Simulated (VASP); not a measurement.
Runs of VASP 6.6.1 on KCl (Sylvite). The structure is cubic, space group Fm-3m (No. 225). Conventional cell: a = 6.087 Å, b = 6.087 Å, c = 6.087 Å, α = 90.00°, β = 90.00°, γ = 90.00°. Around K (site symmetry m-3m) lie 6 Cl at 3.04 Å. Around Cl (site symmetry m-3m) lie 6 K at 3.04 Å. 

```csv
task,cell,gap on the mesh (eV),pressure (GPa)
relaxation of the atoms,atoms relaxed from: a relaxed cell with its volume scaled by 0.96,(b),1.1
relaxation of the atoms,atoms relaxed from: a relaxed cell with its volume scaled by 1.06,4.89,-1.2
relaxation of cell and atoms,relaxed,5.10,0.0
relaxation of the atoms,atoms relaxed,5.10,0.0
relaxation of the atoms,atoms relaxed from: a relaxed cell with its volume scaled by 1.04,(a),-0.9
relaxation of the atoms,atoms relaxed from: a relaxed cell with its volume scaled by 0.94,5.34,1.8
relaxation of the atoms,atoms relaxed from: a relaxed cell with its volume scaled by 0.98,5.17,0.5
relaxation of the atoms,atoms relaxed from: a relaxed cell with its volume scaled by 1.02,5.02,-0.5
```

Alike in all rows: level LDA; potentials or basis VASP PAW LDA potentials, release 64 (K_sv, Cl); no spin polarisation; k mesh 8 × 8 × 8; cutoff (eV) 600; smearing gaussian 0.03 eV.

Question: Fill in the values left out.

Answer: (a) 4.95; (b) 5.25.

Caveats: the relaxation stopped at its first step, so nothing moved.

A k mesh can miss the band edges.
